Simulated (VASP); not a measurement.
# GaAs (F-43m) in VASP: relaxation of cell and atoms with PBE

Aim: the relaxation of cell and atoms of GaAs with PBE.

Program: VASP 6.6.1. These are calculated values, not measurements. Logs are shortened: lines on timing, memory, paths and dates and some standing lists are left out, and cuts for length are marked.

## Step 1: The crystal as given

Symmetry: F-43m, No. 216, cubic system. Conventional cell: a = 5.654 Å, b = 5.654 Å, c = 5.654 Å, α = 90.00°, β = 90.00°, γ = 90.00°. Ga (site symmetry -43m) has 4 As at 2.45 Å as nearest neighbours. As (site symmetry -43m) has 4 Ga at 2.45 Å as nearest neighbours.

## Step 2: Relaxation of cell and atoms, PBE

INCAR reads:

```
SYSTEM = GaAs
PREC = Accurate
ENCUT = 600
EDIFF = 1E-7
ISMEAR = 0
SIGMA = 0.02
LREAL = .FALSE.
LASPH = .TRUE.
NELM = 80
ALGO = Fast
ISIF = 3
LWAVE = .FALSE.
LCHARG = .FALSE.
GGA = PE
IBRION = 2
NSW = 80
EDIFFG = -0.004
```

KPOINTS reads:

```
regular mesh
0
G
  8 8 8
  0 0 0
```

POSCAR reads:

```
GaAs
1.0
    0.0000000000      2.8268500000      2.8268500000
    2.8268500000      0.0000000000      2.8268500000
    2.8268500000      2.8268500000      0.0000000000
Ga As
1 1
Direct
    0.0000000000      0.0000000000      0.0000000000
    0.2500000000      0.2500000000      0.2500000000
```

Potentials or basis: VASP PAW PBE potentials, release 64 (Ga_d, As).

On the command line:

```console
$ cat potpaw_PBE.64/Ga_d/POTCAR potpaw_PBE.64/As/POTCAR > POTCAR
$ mpirun -np 1 vasp_std > vasp.out
```

OUTCAR:

```text
SYSTEM = GaAs
   PREC = Accurate
   ENCUT = 600
   EDIFF = 1E-7
   ISMEAR = 0
   LREAL = .FALSE.
   LASPH = .TRUE.
   NELM = 80
   ISIF = 3
   GGA = PE
   IBRION = 2
   NSW = 80
   EDIFFG = -0.004

 ion  position               nearest neighbor table
   1  0.000  0.000  0.000-   2 2.45   2 2.45   2 2.45   2 2.45
   2  0.250  0.250  0.250-   1 2.45   1 2.45   1 2.45   1 2.45

  LATTYP: Found a face centered cubic cell.
 ALAT       =     5.6537000000

  Lattice vectors:

 A1 = (   0.0000000000,   2.8268500000,   2.8268500000)
 A2 = (   2.8268500000,   0.0000000000,   2.8268500000)
 A3 = (   2.8268500000,   2.8268500000,   0.0000000000)

Analysis of symmetry for initial positions (statically):
=====================================================================
 Subroutine PRICEL returns:
 Original cell was already a primitive cell.

 Routine SETGRP: Setting up the symmetry group for a
 face centered cubic supercell.

 Subroutine GETGRP returns: Found 24 space group operations
 (whereof 24 operations were pure point group operations)
 out of a pool of 48 trial point group operations.

The static configuration has the point symmetry T_d .

Analysis of symmetry for dynamics (positions and initial velocities):
=====================================================================
 Subroutine PRICEL returns:
 Original cell was already a primitive cell.

 Routine SETGRP: Setting up the symmetry group for a
 face centered cubic supercell.

 Subroutine GETGRP returns: Found 24 space group operations
 (whereof 24 operations were pure point group operations)
 out of a pool of 48 trial point group operations.

The dynamic configuration has the point symmetry T_d .

 Subroutine INISYM returns: Found 24 space group operations
 (whereof 24 operations are pure point group operations),
 and found     1 'primitive' translations

----------------------------------------------------------------------------------------

                                     Primitive cell

  volume of cell :      45.1792

  direct lattice vectors                    reciprocal lattice vectors
     0.000000000  2.826850000  2.826850000    -0.176875321  0.176875321  0.176875321
     2.826850000  0.000000000  2.826850000     0.176875321 -0.176875321  0.176875321
     2.826850000  2.826850000  0.000000000     0.176875321  0.176875321 -0.176875321

  length of vectors
     3.997769609  3.997769609  3.997769609     0.306357042  0.306357042  0.306357042

  position of ions in fractional coordinates (direct lattice)
     0.000000000  0.000000000  0.000000000
     0.250000000  0.250000000  0.250000000

  ion indices of the primitive-cell ions
   primitive index   ion index
                 1           1
                 2           2

----------------------------------------------------------------------------------------

 KPOINTS: regular mesh

Automatic generation of k-mesh.
 Grid dimensions read from file:
 generate k-points for:    8    8    8

 Generating k-lattice:

  Cartesian coordinates                     Fractional coordinates (reciprocal lattice)
    -0.022109415  0.022109415  0.022109415     0.125000000  0.000000000  0.000000000
     0.022109415 -0.022109415  0.022109415     0.000000000  0.125000000  0.000000000
     0.022109415  0.022109415 -0.022109415     0.000000000  0.000000000  0.125000000

  Length of vectors
     0.038294630  0.038294630  0.038294630

  Shift w.r.t. Gamma in fractional coordinates (k-lattice)
     0.000000000  0.000000000  0.000000000

 Subroutine IBZKPT returns following result:
 ===========================================

 Found     29 irreducible k-points:

 Following reciprocal coordinates:
            Coordinates               Weight
  0.000000  0.000000  0.000000      1.000000
  0.125000  0.000000  0.000000      8.000000
  0.250000  0.000000  0.000000      8.000000
  0.375000  0.000000  0.000000      8.000000
  0.500000  0.000000  0.000000      4.000000
  0.125000  0.125000  0.000000      6.000000
[... 16 lines left out ...]
  0.500000  0.250000  0.125000     48.000000
 -0.375000  0.250000  0.125000     24.000000
 [... further k-points ...]
   k-points           NKPTS =     29   k-points in BZ     NKDIM =     29   number of bands    NBANDS=     13
   number of dos      NEDOS =    301   number of ions     NIONS =      2
   total plane-waves  NPLWV =  32768
   dimension x,y,z NGX =    32 NGY =   32 NGZ =   32
   dimension x,y,z NGXF=    64 NGYF=   64 NGZF=   64
   ions per type =               1   1
   NGX,Y,Z   is equivalent  to a cutoff of  13.31, 13.31, 13.31 a.u.
   NGXF,Y,Z  is equivalent  to a cutoff of  26.61, 26.61, 26.61 a.u.
 SYSTEM =  GaAs
   PREC   = accura    normal or accurate (medium, high low for compatibility)
   ISTART =      0    job   : 0-new  1-cont  2-samecut
   ICHARG =      2    charge: 1-file 2-atom 10-const
   ISPIN  =      1    spin polarized calculation?
   LNONCOLLINEAR =      F non collinear calculations
   LSORBIT =      F    spin-orbit coupling
   LASPH  =      T    aspherical Exc in radial PAW
   ENCUT  =  600.0 eV  44.10 Ry    6.64 a.u.   7.98  7.98  7.98*2*pi/ulx,y,z
   NELM   =     80;   NELMIN=  2; NELMDL= -5     # of ELM steps
   EDIFF  = 0.1E-06   stopping-criterion for ELM
   LREAL  =      F    real-space projection
   EDIFFG = -.4E-02   stopping-criterion for IOM
   NSW    =     80    number of steps for IOM
   IBRION =      2    ionic relax: 0-MD 1-quasi-New 2-CG
   NFREE  =      1    steps in history (QN), initial steepest desc. (CG)
   ISIF   =      3    stress and relaxation
   ISYM   =      2    0-nonsym 1-usesym 2-fastsym
   POTIM  = 0.5000    time-step for ionic-motion
   TEBEG  =    0.0;   TEEND  =   0.0 temperature during run
   PSTRESS=    0.0 pullay stress
   NELECT =      18.0000    total number of electrons
   NUPDOWN=      -1.0000    fix difference up-down
   EMIN   =  10.00;   EMAX   =-10.00  energy-range for DOS
   EFERMI =   0.00;   METHOD = LEGACY
   ISMEAR =     0;   SIGMA  =   0.02  broadening in eV -4-tet -1-fermi 0-gaus
   EFERMI_NEDOS =   21; number of points for ismear=-14 and -15
   IALGO  =     68    algorithm
   IMIX   =      4    mixing-type and parameters
     AMIX     =   0.40;   BMIX     =  1.00
     AMIX_MAG =   1.60;   BMIX_MAG =  1.00
  volume/ion in A,a.u.               =      22.59       152.44
  Fermi-wavevector in a.u.,A,eV,Ry     =   1.204628  2.276417 19.743799  1.451128
  Thomas-Fermi vector in A             =   2.340347
   LORBIT       =      0    0 simple, 1 ext, 2 COOP (PROOUT), +10 PAW based schemes
   GGA     = PE    functional components
   LHFCALC =     F    Hartree Fock is set to
   AEXX    =    0.0000 exact exchange contribution
   IVDW    =     0    specifies the selected vdW correction
   LEPSILON=     F    determine dielectric tensor
   LRPA    =     F    only Hartree local field effects (RPA)
 conjugate gradient relaxation of ions
 non-spin polarized calculation
 RMM-DIIS sequential band-by-band and
 Gauss-broadening in eV      SIGMA  =   0.02
  energy-cutoff  :      600.00
  volume of cell :       45.18
 maximum number of plane-waves:      1540
   NGX = 15   NGY = 15   NGZ = 15

--------------------------------------- Ionic step        1  -------------------------------------------

 number of electron      18.0000011 magnetization

 Free energy of the ion-electron system (eV)
  ---------------------------------------------------
  ext. energy  EPLUGINS =         0.00000000
  ---------------------------------------------------
  free energy    TOTEN  =        -8.24695675 eV

  energy without entropy =       -8.24695675  energy(sigma->0) =       -8.24695675

------------------------ aborting loop because EDIFF is reached ----------------------------------------

  FORCE on cell =-STRESS in cart. coord.  units (eV):
  Direction    XX          YY          ZZ          XY          YZ          ZX
  --------------------------------------------------------------------------------------
  -------------------------------------------------------------------------------------
  Total        0.9709430      0.9709430      0.9709430      0.0000000      0.0000000     -0.0000000
  in kB       34.4323003     34.4323003     34.4323003      0.0000000      0.0000000     -0.0000000
  external PRESSURE =      34.4323003 kB  Pullay stress =       0.0000000 kB
[... 129 lines left out ...]
  energy  without entropy=       -8.2708023982  energy(sigma->0) =       -8.27080240

--------------------------------------- Ionic step        5  -------------------------------------------

 number of electron      17.9999995 magnetization

 Free energy of the ion-electron system (eV)
  ---------------------------------------------------
  ext. energy  EPLUGINS =         0.00000000
  ---------------------------------------------------
  free energy    TOTEN  =        -8.27081432 eV

  energy without entropy =       -8.27081432  energy(sigma->0) =       -8.27081432

 E-fermi :   3.5505     XC(G=0):  -9.3632

 val. band max:        3.4747888049   @ k =   0.0000   0.0000   0.0000
 cond. band min:       3.6234849547   @ k =   0.0000   0.0000   0.0000
 fundamental gap:      0.1486961498
 Fermi energy:         3.5505121705

 k-point     1 :       0.0000    0.0000    0.0000
  band No.  band energies     occupation
      1     -11.2526      2.00000
      2     -11.2526      2.00000
      3     -11.2526      2.00000
      4     -11.1850      2.00000
      5     -11.1850      2.00000
      6      -8.9022      2.00000
      7       3.4748      2.00000
      8       3.4748      2.00000
      9       3.4748      2.00000
     10       3.6235      0.00000
     11       7.1883      0.00000
     12       7.1883      0.00000
     13       7.1883      0.00000
[... 353 lines left out ...]
 k-point    24 :      -0.3750    0.2500    0.1250
  band No.  band energies     occupation
      1     -11.3246      2.00000
      2     -11.2317      2.00000
      3     -11.2253      2.00000
      4     -11.1885      2.00000
      5     -11.1820      2.00000
      6      -6.9741      2.00000
      7      -2.7870      2.00000
      8       0.4336      2.00000
      9       1.6686      2.00000
     10       6.3427      0.00000
     11       7.6472      0.00000
     12       9.6459      0.00000
     13      10.9363      0.00000

 [... further k-points ...]
[... 5 lines left out ...]
  --------------------------------------------------------------------------------------
  -------------------------------------------------------------------------------------
  Total        0.0012351      0.0012351      0.0012351     -0.0000000      0.0000000     -0.0000000
  in kB        0.0416583      0.0416583      0.0416583     -0.0000000      0.0000000     -0.0000000
  external PRESSURE =       0.0416583 kB  Pullay stress =       0.0000000 kB
[... 17 lines left out ...]
  FREE ENERGIE OF THE ION-ELECTRON SYSTEM (eV)
  ---------------------------------------------------
  free  energy   TOTEN  =        -8.2708143210 eV

  energy  without entropy=       -8.2708143209  energy(sigma->0) =       -8.27081432

 reached required accuracy - stopping structural energy minimisation
```

Run time: 32 s. Hardware: 1 thread of Intel Xeon 6975P-C (Granite Rapids), shared host; peak memory 0.2 GiB.

What came out:

| Item | Value |
| --- | --- |
| Free energy | -8.2708 eV |
| Relaxed volume | 23.75 Å³/atom |
| Relaxed cell | a = 4.065 Å, b = 4.065 Å, c = 4.065 Å, α = 60.00°, β = 60.00°, γ = 60.00° |
| Space group after relaxing (to 0.05 Å) | F-43m (No. 216) |
| Energy gained by relaxing | 11.9 meV/atom |
| Ionic steps | 5 |
| Pressure after relaxing | 0.0 GPa |
| Band gap on the k mesh | 0.15 eV, direct |

Step by step:
```
step  energy change (eV)  largest force (eV/Å)  pressure (GPa)  volume (Å³)
   1              0.0000                0.0000            3.44        45.18
   2             -0.0206                0.0000           -1.03        48.43
   3             -0.0239                0.0000            0.03        47.52
   4             -0.0238                0.0000           -0.06        47.56
   5             -0.0239                0.0000            0.00        47.50
```

Final structure:
```
CELL_PARAMETERS angstrom
0.00000 2.87450 2.87450
2.87450 0.00000 2.87450
2.87450 2.87450 0.00000
ATOMIC_POSITIONS crystal
Ga 0.00000 0.00000 0.00000
As 0.25000 0.25000 0.25000
```
